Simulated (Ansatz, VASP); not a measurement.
## Two plane-wave programs on AlN

```
Al N
1.0
     3.08862    0.00000   -0.15443
    -1.54431    2.67482    0.07722
    -0.24718    0.00000    4.74584
Al N
2 2
Direct
  0.33880 0.66655 0.99731
  0.67224 0.33345 0.49731
  0.32899 0.66903 0.38769
  0.65997 0.33097 0.88769
```

Change from the starting cell: engineering shear strain xz -0.1000, normal strain along z -0.0400.

Alike in both runs: functional LDA; k mesh 9 × 9 × 6; occupations gaussian, width 0.05 eV; no spin polarisation.

Ansatz relaxed the structure, and its values are those at the end. VASP's run is a single point on that final structure, the one shown.

|  | VASP | Ansatz |
| --- | --- | --- |
| version | VASP 6.6.1 | Ansatz 0.2.0 |
| potentials or method | VASP PAW LDA potentials, release 64 (Al, N) | scalar-relativistic, plane waves, PAW |
| plane-wave cutoff (eV) | 520 | 520 |
| valence electrons in the cell | 16 | 16 |

VASP gave:

| Property | Result |
| --- | --- |
| gap on the k mesh at the Fermi level (eV) | 4.19 |
| least direct gap on the mesh (eV) | 4.19 |
| pressure (GPa) | 9.5 |
| rms of the force components (eV/Å) | 0.008 |

Task: Estimate Ansatz's values.

Result: gap on the k mesh at the Fermi level (eV): 4.19; least direct gap on the mesh (eV): 4.19; pressure (GPa): 8.7; rms of the force components (eV/Å): 0.000.

Ansatz warned: «pseudo_functional_mismatch».

Caveats: an odd mesh through Γ misses points on the zone boundary, where band edges often lie.
